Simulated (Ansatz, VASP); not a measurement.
**One calculation of TiTe2, two programs**

The input INCAR:

```
ALGO = Normal
EDIFF = 1E-6
ENCUT = 520
GGA = PE
ISIF = 2
ISMEAR = 0
LASPH = T
LCHARG = F
LREAL = F
LWAVE = F
NBANDS = 19
NELM = 100
PREC = Accurate
SIGMA = 0.1
```

Contents of KPOINTS:

```
k-points
0
Gamma
  6 6 4
```

Contents of POSCAR:

```
TiTe2
1.0
    3.7770008876      0.0000000000      0.0000000000
   -1.8885004438      3.2709787188      0.0000000000
    0.0000000000      0.0000000000      6.4980000000
Ti Te
1 2
Direct
    0.0000000000      0.0000000000      0.0000000000
    0.6666666667      0.3333333333      0.2628000000
    0.3333333333      0.6666666667      0.7372000000
```

Input for Ansatz:

```yaml
crystal:
  lattice:
    - [3.7770008876, 0.0, 0.0]
    - [-1.8885004438, 3.2709787188, 0.0]
    - [0.0, 0.0, 6.498]
  atoms:
    - { symbol: Ti, position: [0.0, 0.0, 0.0] }
    - { symbol: Te, position: [0.6666666667, 0.3333333333, 0.2628] }
    - { symbol: Te, position: [0.3333333333, 0.6666666667, 0.7372] }
basis:
  ecutwfc: 420
kpoints:
  mp_grid: { grid: [6, 6, 4] }
hamiltonian:
  xc: pbe
scf:
  occupations: { method: gaussian, width: 0.1 }
output:
  forces: true
  stress: true
  eigenvalues: true
```

Alike in both runs: task single point; functional PBE; k mesh 6 × 6 × 4; occupations gaussian, width 0.1 eV; no spin polarisation.

|  | VASP | Ansatz |
| --- | --- | --- |
| version | VASP 6.6.1 | Ansatz 0.2.0 |
| potentials or method | VASP PAW PBE potentials, release 64 (Ti_sv, Te) | scalar-relativistic, plane waves, PAW |
| plane-wave cutoff (eV) | 520 | 420 |
| valence electrons in the cell | 24 | 44 |

Ansatz gave:

```
gap on the k mesh at the Fermi level (eV)       : none
pressure (GPa)                                  : 0.8
largest component of the traceless stress (GPa) : 0.11
rms of the force components (eV/Å)              : 0.017
```

Task: Estimate VASP's values.

Result: gap on the k mesh at the Fermi level (eV): none; pressure (GPa): 0.7; largest component of the traceless stress (GPa): 0.11; rms of the force components (eV/Å): 0.012.

Atom by atom the forces differ by 0.006 eV/Å (rms over components). A gap of «none» marks a metal or a gap that the smearing closes. The two sets of potentials don't hold the same shells in valence.

Caveats: this functional lacks dispersion, which binds the layers, so the pressure and a relaxed spacing across them are unreliable. The runs have no spin-orbit coupling, so splittings on Te are missing.
